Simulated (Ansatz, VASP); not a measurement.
**CoSi: VASP beside Ansatz**

```xyz
2
Lattice="2.7437 0.0000 0.0000 0.0000 2.7437 0.0000 0.0000 0.0000 2.7437" Properties=species:S:1:pos:R:3 pbc="T T T"
Co    0.0000    0.0000    0.0000
Si    1.3719    1.3719    1.3719
```

Change from the starting cell: volume scaled by 0.96.

Alike in both runs: task single point; functional PBE; k mesh 10 × 10 × 10; occupations fermi-dirac, width 0.05 eV; collinear spin.

|  | VASP | Ansatz |
| --- | --- | --- |
| version | VASP 6.6.1 | Ansatz 0.2.0 |
| potentials or method | VASP PAW PBE potentials, release 64 (Co, Si), cutoff 520 eV | all-electron LAPW, scalar-relativistic |

```tsv
	VASP	Ansatz	Ansatz less VASP
gap on the k mesh at the Fermi level (eV)	none	none	-
pressure (GPa)	10.1	10.3	+0.23
net moment per atom (μB)	0.26	0.27	+0.007
size of the moment on the site where the two differ most (μB)	0.51	0.53	+0.021
```

Site moments also hang on the region over which each program counts them. A gap of «none» marks a metal or a gap that the smearing closes. Ansatz ran all-electron here, so the differences hold the error of VASP's frozen core and of both bases.
